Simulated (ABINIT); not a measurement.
TiB2:

```
CELL_PARAMETERS angstrom
3.02920 0.00000 0.00000
-1.51460 2.62336 0.00000
0.00000 0.00000 3.22840
ATOMIC_POSITIONS crystal
Ti 0.00000 0.00000 0.00000
B 0.66667 0.33333 0.50000
B 0.33333 0.66667 0.50000
```

- Program: ABINIT 10.8.3 (patched build)
- Task: relaxation of cell and atoms
- Functional: AM05
- Potentials or basis: JTH PAW PBE v2.0
- Cutoff: 490 eV
- k mesh: 10 × 10 × 8
- Occupations: fermi-dirac, width 0.05 eV
- Spin: no spin polarisation

At the start: pressure -5.2 GPa; volume 8.55 Å³/atom.

Where does the relaxation end?

Over 5 steps the energy falls by 3.5 meV/atom and the volume is 8.37 Å³/atom (-2.1 %); space group P6/mmm (No. 191, to 0.05 Å).

Step by step:
```csv
step,energy change (eV),largest force (eV/Å),pressure (GPa),volume (Å³)
1,0.0000,0.0000,-5.16,25.66
2,-0.0090,0.0000,-1.22,25.25
3,-0.0105,0.0000,0.18,25.10
4,-0.0106,0.0000,0.06,25.11
5,-0.0106,0.0000,0.00,25.11
```

Final structure:
```
Ti B
1.0
     3.01830    0.00000    0.00000
    -1.50915    2.61393    0.00000
     0.00000    0.00000    3.18290
Ti B
1 2
Direct
  0.00000 0.00000 0.00000
  0.66667 0.33333 0.50000
  0.33333 0.66667 0.50000
```

Caveat: the PAW data sets were made with another functional, which shifts forces and pressure a little; the atomic spheres overlap.
